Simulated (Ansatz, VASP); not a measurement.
## Two plane-wave programs on AlO2

File INCAR:

```
PREC = Accurate ; ENCUT = 520
EDIFF = 1E-7 ; ISMEAR = -1
SIGMA = 0.05 ; LREAL = F
LASPH = T ; NELM = 80
ALGO = Normal ; ISIF = 2
LWAVE = F ; LCHARG = F
GGA = PS ; NBANDS = 24
KPAR = 2
```

The input KPOINTS:

```
regular mesh
0
Gamma
  9 9 7
```

Contents of POSCAR:

```
AlO2
1.0
    1.4577828227     -5.2925401545      0.0000000000
    1.4577828227      5.2925401545      0.0000000000
    0.0000000000      0.0000000000      3.5721704591
Al O
2 4
Direct
    0.6681330000      0.3318670000      0.7500000000
    0.3318670000      0.6681330000      0.2500000000
    0.0610720000      0.9389280000      0.7500000000
    0.9389280000      0.0610720000      0.2500000000
    0.2941840000      0.7058160000      0.7500000000
    0.7058160000      0.2941840000      0.2500000000
```

input.yaml

```yaml
crystal:
  lattice:
    - [1.4577828227, -5.2925401545, 0.0]
    - [1.4577828227, 5.2925401545, 0.0]
    - [0.0, 0.0, 3.5721704591]
  atoms:
    - { symbol: Al, position: [0.668133, 0.331867, 0.75] }
    - { symbol: Al, position: [0.331867, 0.668133, 0.25] }
    - { symbol: O, position: [0.061072, 0.938928, 0.75] }
    - { symbol: O, position: [0.938928, 0.061072, 0.25] }
    - { symbol: O, position: [0.294184, 0.705816, 0.75] }
    - { symbol: O, position: [0.705816, 0.294184, 0.25] }
hamiltonian:
  xc: pbesol
  pseudopotentials: { kind: paw }
kpoints:
  mp_grid: { grid: [9, 9, 7] }
scf:
  occupations: { method: fermi_dirac, width: 0.05 }
output:
  forces: true
  stress: true
  eigenvalues: true
  write_density: true
  write_potential: true
  elf: true
  volumetric_format: npy
```

Change from the starting cell: volume scaled by 0.94.

Alike in both runs: task single point; functional PBEsol; k mesh 9 × 9 × 7; occupations fermi-dirac, width 0.05 eV; no spin polarisation.

|  | VASP | Ansatz |
| --- | --- | --- |
| version | VASP 6.6.1 | Ansatz 0.2.0 |
| potentials or method | VASP PAW PBE potentials, release 64 (Al, O) | Ansatz PAW |
| plane-wave cutoff (eV) | 520 | 420 |
| valence electrons in the cell | 30 | 30 |

```tsv
	VASP	Ansatz	Ansatz less VASP
gap on the k mesh at the Fermi level (eV)	none	none	-
pressure (GPa)	6.0	5.9	-0.12
largest component of the traceless stress (GPa)	2.92	2.76	-0.157
rms of the force components (eV/Å)	0.439	0.432	-0.0063
```

Atom by atom the forces differ by 0.007 eV/Å (rms over components). A gap of «none» marks a metal or a gap that the smearing closes.

Caveats: the PAW data sets were made with another functional, which shifts forces and pressure a little (VASP); the pressure holds a Pulay correction of +1.0 GPa for the finite cutoff (Ansatz); the PAW data sets come from PBE, with cores solved anew for the run's functional, which leaves a small shift of forces and pressure (Ansatz); forces of over 1 eV/Å show positions far from the minimum, so gaps and moduli don't describe the material at rest (Ansatz).
